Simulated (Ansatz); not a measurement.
BaSnO3 (cubic perovskite)

```
BaSnO3
1.0
    4.13132     0.00000     0.00000
    0.00000     4.13132     0.00000
    0.00000     0.00000     4.13132
Ba Sn O
1 1 3
Direct
  0.00000   0.00000   0.00000
  0.50000   0.50000   0.50000
  0.00000   0.50000   0.50000
  0.50000   0.50000   0.00000
  0.50000   0.00000   0.50000
```

Equation-of-state scan: isotropic scaling of the cell above, V₀ being its volume. Symmetry pins the atoms to their sites.

Calculation: r2SCAN (plane waves to 500 eV, PAW, scalar-relativistic; Ansatz, a first-principles code). k mesh 9×9×9 (Γ-centred), Fermi-Dirac smearing 0.05 eV. Compression counts positive. BaSnO3 was relaxed with its symmetry unable to fall.

At one point of the scan the stress tensor (GPa) is:

```
    5.2      0.0      0.0
    0.0      5.2      0.0
    0.0      0.0      5.2
```

Problem. Which point is it?
A. V/V₀ = 0.955
B. V/V₀ = 0.940
C. V/V₀ = 0.985
D. V/V₀ = 0.970

Solution. D, V/V₀ = 0.970

(A scan under strain: stresses follow from slopes of the energy per volume, elastic moduli from its curvatures.)
